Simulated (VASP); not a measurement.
# InSb: relaxation of cell and atoms with PBE

InSb:

```xyz
2
Lattice="0.0000 3.2391 3.2391 3.2391 0.0000 3.2391 3.2391 3.2391 0.0000" Properties=species:S:1:pos:R:3 pbc="T T T"
In    0.0000    0.0000    0.0000
Sb    1.6196    1.6196    1.6196
```

```json
{"Program": "VASP 6.6.1", "Task": "relaxation of cell and atoms", "Functional": "PBE", "Potentials or basis": "VASP PAW PBE potentials, release 64 (In_d, Sb)", "Cutoff": "520 eV", "k mesh": "6 × 6 × 6", "Occupations": "gaussian, width 0.02 eV", "Spin": "no spin polarisation", "Further INCAR settings": "ALGO = Normal; EDIFF = 1e-07; IBRION = 2; EDIFFG = -0.002; NSW = 80; ISIF = 3"}
```

```yaml
Relaxed_volume: 36.55 Å³/atom
Relaxed_cell: a = 4.693 Å, b = 4.693 Å, c = 4.693 Å, α = 60.00°, β = 60.00°, γ = 60.00°
Space_group_after_relaxing_to_0.05_Å: F-43m (No. 216)
Energy_gained_by_relaxing: 23.9 meV/atom
Ionic_steps: 5
Pressure_after_relaxing: 0.0 GPa
Band_gap_on_the_k_mesh: none (metal or under the smearing width)
```

The path:
```csv
step,energy change (eV),largest force (eV/Å),pressure (GPa),volume (Å³)
1,0.0000,0.0000,3.20,67.97
2,-0.0430,0.0000,-0.82,74.87
3,-0.0477,0.0000,0.01,73.08
4,-0.0477,0.0000,-0.04,73.19
5,-0.0477,0.0000,0.00,73.09
```

Final structure:
```
In Sb
1.0
     0.00000    3.31856    3.31856
     3.31856    0.00000    3.31856
     3.31856    3.31856    0.00000
In Sb
1 1
Direct
  0.00000 0.00000 0.00000
  0.25000 0.25000 0.25000
```

Levels at points of the mesh, in eV from the Fermi level:
```csv
k point,band 6,band 7,band 8,band 9,band 10,band 11,band 12,band 13
"(0.00, 0.00, 0.00)",-10.29,-0.60,-0.01,-0.01,-0.01,2.95,2.95,2.95
"(0.50, 0.00, 0.00)",-9.10,-5.31,-0.91,-0.91,0.41,3.79,3.79,6.11
"(0.50, 0.50, 0.00)",-8.57,-5.63,-2.04,-2.04,1.35,1.46,7.72,7.72
```

It took 60 s on 1 thread of Intel(R) Xeon(R) Platinum 8259CL CPU @ 2.50GHz (Skylake/Cascade Lake) (shared host), peak memory 0.22 GiB.

Caveat: this crystal is a semiconductor, whose small gap the functional closes, so the metal is an error of the method. Zero-point motion and thermal expansion aren't in these numbers.
